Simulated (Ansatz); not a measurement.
Compare A (`CCC(=O)O`) with its isomer B (`COC(C)=O`).

Calculated with Ansatz (gas phase, PBE0-D4/def2-TZVP geometries, no zero-point term in ΔE). CBS: MP2 limit from def2 TZ/QZ plus the TZ coupled-cluster correction, frozen cores. Functionals use def2-TZVPP. B3LYP here is the variant with VWN-RPA as its local correlation; programs differ in this. Each species was taken in one conformer, which may not be the lowest.

Task: Which is lower in electronic energy at CCSD(T)/CBS, and by how much? (Best estimate.)

Result: Ansatz gave: A, by 10.6 kcal/mol.

Task: Give E(B) − E(A) in kcal/mol with ωB97M-V, MP2/def2-TZVPP, B3LYP-D4, CCSD(T)/def2-SVP, B3LYP, PBE-D4, CCSD(T)/def2-TZVPP. (Best estimate.)

Result: Computed: ωB97M-V 10.5, MP2/def2-TZVPP 11.2, B3LYP-D4 9.2, CCSD(T)/def2-SVP 10.4, B3LYP 9.0, PBE-D4 10.1, CCSD(T)/def2-TZVPP 10.3. None reverses the order clearly.

Task: Does the order hold for the free energy at 298.15 K (harmonic terms from PBE0-D4)? (An estimate is asked.)

Result: The calculation gave: Yes: G(B) − G(A) = +9.6 kcal/mol, for one conformer each. Modes under 60 cm⁻¹, often nearly free rotors, make the harmonic entropy too high.

Largest T1 diagnostic: 0.014.

From BLYP to BHLYP (50 % exact exchange), in def2-TZVPP and without D4, E(B) − E(A) moves by +1.0 kcal/mol. In def2-TZVPP, CCSD(T) changes the Hartree–Fock value by +1.5 kcal/mol (the triples alone add −0.1 kcal/mol) and MP2 by +2.4 kcal/mol.
